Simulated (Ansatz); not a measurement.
# SnO2: tetragonal deformation path

These are results of DFT r2SCAN, scalar-relativistic, plane waves, PAW in Ansatz, not measurements. Cutoff 500 eV, Γ-centred 6×6×10 k-points, Gaussian smearing of 0.05 eV. No spin polarisation. Energies are free energies at this smearing, counted from the undisturbed cell; pressure is positive in compression.

Reference structure (relaxed at this level):

```
Sn O
1.0
     4.75982    0.00000    0.00000
     0.00000    4.76006    0.00000
     0.00000    0.00000    3.20071
Sn O
2 4
Direct
  0.50000 0.50000 0.50000
  0.00000 0.00000 0.00000
  0.30586 0.30596 0.00000
  0.80586 0.19404 0.50000
  0.19414 0.80596 0.50000
  0.69414 0.69404 0.00000
```

At fixed volume and fractional coordinates, lengths along (0.000, 0.000, 1.000) are scaled against those across it; ρ is that ratio over its starting value.

| ρ | ΔE (meV/atom) | pressure (GPa) | gap on the mesh (eV) |
| --- | --- | --- | --- |
| 0.850 | 178.5 | 10.6 | 2.29 |
| 0.920 | 44.4 | 4.4 | 2.06 |
| 0.960 | 10.3 | 1.9 | 1.91 |
| 1.000 | 0.0 | 0.0 | 1.77 |
| 1.050 | 13.6 | -1.5 | 1.63 |
| 1.100 | 49.9 | -2.2 | 1.54 |
| 1.200 | 169.5 | -1.4 | 1.56 |

Cost: 7 runs of about 6 core-minutes in all, on Intel Xeon Processor @ 2.50GHz (Skylake/Cascade Lake) (shared hosts).